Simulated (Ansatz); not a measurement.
Computed energy over volume and axial ratio: InN (zinc blende)

InN (zinc blende)

Space group F-43m (No. 216); a = 5.0490 Å, b = 5.0490 Å, c = 5.0490 Å, α = 90.00°, β = 90.00°, γ = 90.00°

| atom | site | symmetry | x | y | z |
|---|---|---|---|---|---|
| N | 4c | -43m | 0.2500 | 0.2500 | 0.2500 |
| In | 4a | -43m | 0.0000 | 0.0000 | 0.0000 |
(The calculation used a cell of 2 atoms; values per cell refer to that cell.)

Two coordinates are scanned: the volume, and the ratio of the stretch along z (the conventional c axis) to the stretch across it. Atoms keep their fractional coordinates.

The numbers are results of PBE (plane waves to 420 eV, PAW, scalar-relativistic; Ansatz, a first-principles code), not measurements. k mesh 11×11×11 (Γ-centred), Fermi-Dirac smearing 0.05 eV. The energy includes the smearing's −TS. Stress and pressure are positive under compression. With partly filled bands, the response to shear is sensitive to the k mesh, so small differences along c/a are uncertain. At this level the bands of InN touch or barely overlap; measurements give the solid a gap. InN was relaxed with its symmetry unable to fall. ΔE is measured from the relaxed starting cell.

ΔE (meV/atom), with V/V₀ across and (c/a)/(c/a)₀ down:

```
(c/a)/(c/a)₀ \ V/V₀  0.960  0.973  0.987  1.000  1.013  1.027  1.040
-------------------  -----  -----  -----  -----  -----  -----  -----
0.920                   20     15     12     11     13     17     22
0.947                   15      9      6      5      6     10     15
0.973                   12      6      2      1      2      6     11
1.000                   11      5      1      0      1      4      9
1.027                   12      6      2      1      2      6     11
1.053                   16     10      7      6      7     10     15
1.080                   22     17     14     13     14     18     23
```

σzz − σxx (GPa), with V/V₀ across and (c/a)/(c/a)₀ down:

```csv
(c/a)/(c/a)₀ \ V/V₀,0.960,0.973,0.987,1.000,1.013,1.027,1.040
0.920,3.4,3.5,3.7,3.8,4.0,4.1,4.2
0.947,2.4,2.5,2.6,2.7,2.8,2.9,2.9
0.973,1.3,1.3,1.4,1.4,1.5,1.5,1.5
1.000,0.0,0.0,0.0,0.0,0.0,0.0,0.0
1.027,-1.5,-1.5,-1.6,-1.6,-1.6,-1.7,-1.7
1.053,-3.2,-3.3,-3.3,-3.4,-3.5,-3.5,-3.6
1.080,-5.1,-5.2,-5.3,-5.4,-5.5,-5.5,-5.6
```

Key numbers:

The shear modulus C′ = (C11 − C12)/2 (fit, atoms clamped) comes out as 28 GPa. Lowest place on the grid: V/V₀ = 1.000, (c/a)/(c/a)₀ = 1.000 (0 meV/atom). Highest place on the grid: V/V₀ = 1.040, (c/a)/(c/a)₀ = 1.080 (23 meV/atom).

The 49 points together took roughly 2.6 core-minutes.

(A scan under strain: stresses follow from slopes of the energy per volume, elastic moduli from its curvatures.)
